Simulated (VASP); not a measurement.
Wanted: the native input for a VASP 6.6.1 run.

| Item | Value |
| --- | --- |
| Task | band structure |
| Functional | PBE |
| Potentials or basis | VASP PAW PBE potentials, release 64 (K_sv, F) |
| Cutoff | 520 eV |
| k mesh | 10 × 10 × 10 |
| Occupations | gaussian, width 0.02 eV |
| Spin | no spin polarisation |
| Ladder | free |
| Further INCAR settings | ALGO = Normal; EDIFF = 1e-07; NBANDS = 15 |

The system is KF (Carobbiite).

```
K F
1.0
     0.00000    2.67185    2.67185
     2.67185    0.00000    2.67185
     2.67185    2.67185    0.00000
K F
1 1
Direct
  0.00000 0.00000 0.00000
  0.50000 0.50000 0.50000
```

One way to write it, as run:

POSCAR

```
KF
1.0
    0.0000000000      2.6718500000      2.6718500000
    2.6718500000      0.0000000000      2.6718500000
    2.6718500000      2.6718500000      0.0000000000
K F
1 1
Direct
    0.0000000000      0.0000000000      0.0000000000
    0.5000000000      0.5000000000      0.5000000000
```

INCAR.step1

```
SYSTEM = KF
PREC = Accurate
ENCUT = 520
EDIFF = 1E-7
ISMEAR = 0
SIGMA = 0.02
LREAL = .False.
LASPH = .True.
NELM = 60
ALGO = Normal
ISIF = 2
LWAVE = .False.
LCHARG = .True.
GGA = PE
NBANDS = 15
```

KPOINTS.step1

```
Automatic mesh
0
Gamma
  10 10 10
  0 0 0
```

INCAR.step2

```
SYSTEM = KF
PREC = Accurate
ENCUT = 520
EDIFF = 1E-7
ISMEAR = 0
SIGMA = 0.05
LREAL = .False.
LASPH = .True.
NELM = 60
ALGO = Normal
ISIF = 2
LWAVE = .False.
LCHARG = .False.
GGA = PE
NBANDS = 15
ICHARG = 11
```

KPOINTS.step2

```
path GXWKGLUWLK,UX
15
line-mode
reciprocal
 0.0000000000  0.0000000000  0.0000000000  G
 0.5000000000  0.0000000000  0.5000000000  X

 0.5000000000  0.0000000000  0.5000000000  X
 0.5000000000  0.2500000000  0.7500000000  W

 0.5000000000  0.2500000000  0.7500000000  W
 0.3750000000  0.3750000000  0.7500000000  K

 0.3750000000  0.3750000000  0.7500000000  K
 0.0000000000  0.0000000000  0.0000000000  G

 0.0000000000  0.0000000000  0.0000000000  G
 0.5000000000  0.5000000000  0.5000000000  L

 0.5000000000  0.5000000000  0.5000000000  L
 0.6250000000  0.2500000000  0.6250000000  U

 0.6250000000  0.2500000000  0.6250000000  U
 0.5000000000  0.2500000000  0.7500000000  W

 0.5000000000  0.2500000000  0.7500000000  W
 0.5000000000  0.5000000000  0.5000000000  L

 0.5000000000  0.5000000000  0.5000000000  L
 0.3750000000  0.3750000000  0.7500000000  K

 0.6250000000  0.2500000000  0.6250000000  U
 0.5000000000  0.0000000000  0.5000000000  X
```

Potentials or basis: VASP PAW PBE potentials, release 64 (K_sv, F).

Command:

```bash
$ cat potpaw_PBE.64/K_sv/POTCAR potpaw_PBE.64/F/POTCAR > POTCAR
$ cp INCAR.step1 INCAR
$ cp KPOINTS.step1 KPOINTS
$ mpirun -np 1 vasp_std > vasp.out
$ cp INCAR.step2 INCAR
$ cp KPOINTS.step2 KPOINTS
$ mpirun -np 1 vasp_std > vasp.out
```

Results of the run:

The band gap on the k mesh is 6.17 eV, direct and the band gap along the path is 6.17 eV, direct.

Caveat: the log is that of the step along the path at fixed density, whose energy, stress, charges and moments have no meaning.

Run time: 77 s on 1 thread of Intel(R) Xeon(R) Platinum 8259CL CPU @ 2.50GHz (Skylake/Cascade Lake) (shared host), peak memory 0.2 GiB.
